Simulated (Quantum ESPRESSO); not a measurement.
## InSe under changes of volume

One of the cells (29.237 Å³/atom); the others are scaled copies at fixed shape and fractional positions:

```
CELL_PARAMETERS angstrom
2.00000 1.15470 8.44000
-2.00000 1.15470 8.44000
0.00000 -2.30940 8.44000
ATOMIC_POSITIONS crystal
In 0.88860 0.88860 0.88860
In 0.00000 0.00000 0.00000
Se 0.17190 0.17190 0.17190
Se 0.38350 0.38350 0.38350
```

| Item | Value |
| --- | --- |
| Program | Quantum ESPRESSO 7.5 |
| Functional | PBEsol |
| Potentials or basis | PseudoDojo 0.4.1 SR PBEsol standard |
| Cutoff | 1170 eV |
| Density cutoff | 4680 eV |
| k mesh | 4 × 4 × 4 |
| Occupations | fermi-dirac, width 0.05 eV |
| Spin | no spin polarisation |

```tsv
volume (Å³/atom)	energy over the lowest point (meV/atom)	pressure (GPa)	gap on the mesh (eV)	largest force (eV/Å)
27.483	24.89	4.2	0.50	0.627
28.068	11.99	2.9	0.44	0.466
28.652	3.87	1.6	0.38	0.376
29.237	?	?	?	?
29.822	0.00	-0.5	0.28	0.210
30.406	3.37	-1.3	0.24	0.195
30.991	9.77	-2.1	0.19	0.323
```

**Question.** What does the run at 29.237 Å³/atom give?

**Answer.** Energy over the lowest point 0.03 meV/atom; pressure 0.5 GPa; gap on the mesh 0.33 eV; largest force 0.290 eV/Å.

Worked out: A Birch-Murnaghan fit of order 3 (a polynomial in V^(-2/3)) to the other rows has its minimum at 29.53 Å³/atom with B0 = V·E''(V) = 50 GPa and B' = 4.8 at fixed shape and positions, which overstates the stiffness. It gives 0.03 meV/atom at 29.237 Å³/atom, against the run's 0.03, and -dE/dV = 0.5 GPa, against 0.5. A straight line through the other rows of the gap, of slope -2.55 eV per unit of ln V (its deformation potential), gives 0.34 eV, against the run's 0.33.

Energies are extrapolated to zero smearing.

Caveats: all runs use coarse meshes; spin-orbit coupling is left out, which moves the levels of the heavy elements.

A mesh can miss the band edges.
